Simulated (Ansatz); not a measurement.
Set up this calculation in Ansatz 0.2.0, as the native input.

```yaml
Task: band structure
Functional: PBE0
Potentials_or_basis: Ansatz PAW
Cutoff: "420 eV (not typed: the program's choice for these potentials)"
k_mesh: 6 × 6 × 3
Occupations: fermi-dirac, width 0.05 eV
Spin: no spin polarisation
Path: "[[\"G\", \"M\", \"K\", \"G\", \"A\", \"L\", \"H\", \"A\"], [\"L\", \"M\"], [\"K\", \"H\"]]"
Points_for_each_segment_of_the_path: 4
```

The system is GaN.

```
Ga N
1.0
     3.18000    0.00000    0.00000
    -1.59000    2.75396    0.00000
     0.00000    0.00000    5.16600
Ga N
2 2
Direct
  0.66667 0.33333 0.50000
  0.33333 0.66667 0.00000
  0.66667 0.33333 0.87500
  0.33333 0.66667 0.37500
```

One way to write it, as run:

input.yaml

```yaml
crystal:
  lattice:
    - [3.18, 0.0, 0.0]
    - [-1.59, 2.753960784, 0.0]
    - [0.0, 0.0, 5.166]
  atoms:
    - { symbol: Ga, position: [0.6666666667, 0.3333333333, 0.5] }
    - { symbol: Ga, position: [0.3333333333, 0.6666666667, 0.0] }
    - { symbol: "N", position: [0.6666666667, 0.3333333333, 0.875] }
    - { symbol: "N", position: [0.3333333333, 0.6666666667, 0.375] }
hamiltonian:
  xc: pbe0
  pseudopotentials: { kind: paw }
kpoints:
  mp_grid: { grid: [6, 6, 3] }
  band_path:
    path:
      - [[0.0, 0.0, 0.0], [0.5, 0.0, 0.0], [0.3333333333, 0.3333333333, 0.0], [0.0, 0.0, 0.0], [0.0, 0.0, 0.5], [0.5, 0.0, 0.5], [0.3333333333, 0.3333333333, 0.5], [0.0, 0.0, 0.5]]
      - [[0.5, 0.0, 0.5], [0.5, 0.0, 0.0]]
      - [[0.3333333333, 0.3333333333, 0.0], [0.3333333333, 0.3333333333, 0.5]]
    npoints: 4
scf:
  occupations: { method: fermi_dirac, width: 0.05 }
  n_extra_bands: 10
output:
  forces: true
  stress: true
  eigenvalues: true
  fatbands: false
  write_density: true
  write_potential: true
  elf: true
  volumetric_format: npy
```

Potentials or basis: Ansatz PAW.

Launch:

```sh
$ ansatz run input.yaml --threads 2 --pin off --max-ram 5632MiB --backend cpu --events-out ev --progress --plain --runs-dir out
```

Results of the run:

```yaml
Pressure: 0.9 GPa
Largest_force: 0.156 eV/Å
Band_gap_on_the_k_mesh: 3.93 eV, direct
Band_gap_along_the_path: 3.93 eV, direct
```

Caveat: the pressure holds a Pulay correction of +0.5 GPa for the finite cutoff; the PAW data sets come from PBE, with cores solved anew for the run's functional, which leaves a small shift of forces and pressure; the thresholds are loose for stress.

Wall time 5.8 min on 2 threads of Intel(R) Xeon(R) Platinum 8259CL CPU @ 2.50GHz (Skylake/Cascade Lake), with other jobs on the host, peak memory 1.1 GiB.
